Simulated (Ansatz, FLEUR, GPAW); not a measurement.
# One calculation of SnTe, 4 ways

```
Te Sn
1.0
     0.00000    3.15085    3.15085
     3.15085    0.00000    3.15085
     3.15085    3.15085    0.00000
Te Sn
1 1
Cartesian
  3.1509 3.1509 3.1509
  0.0000 0.0000 0.0000
```

Alike in all runs: task band structure; functional BLYP; k mesh 7 × 7 × 7; occupations fermi-dirac, width 0.05 eV; no spin polarisation; no spin-orbit coupling. Pressure is positive in compression and, in plane waves, holds the error of the finite cutoff, which Ansatz's Pulay term estimates and takes out. Gaps are the smaller of the mesh's and the band path's.

```tsv
program and potentials	plane-wave cutoff (eV)	notes	band gap (eV)	pressure (GPa)
Ansatz, Ansatz PAW	420	potentials made for PBE, which Ansatz adapts in part; 15 valence electrons an atom on average; Pulay term of +0.03 GPa included	0.07	6.08
FLEUR, all-electron, FLAPW	-	-	0.07	-
GPAW, PAW data sets generated for this functional	600	10 valence electrons an atom on average	0.07	5.82
Ansatz, all-electron LAPW, scalar-relativistic	-	-	?	?
```

**Question.** Estimate from the other rows what the run with Ansatz, all-electron LAPW, scalar-relativistic gave.

**Answer.** Band gap 0.07 eV; pressure 6.09 GPa. The other rows, which needn't bracket it: band gap 0.07; pressure 5.82 to 6.08.
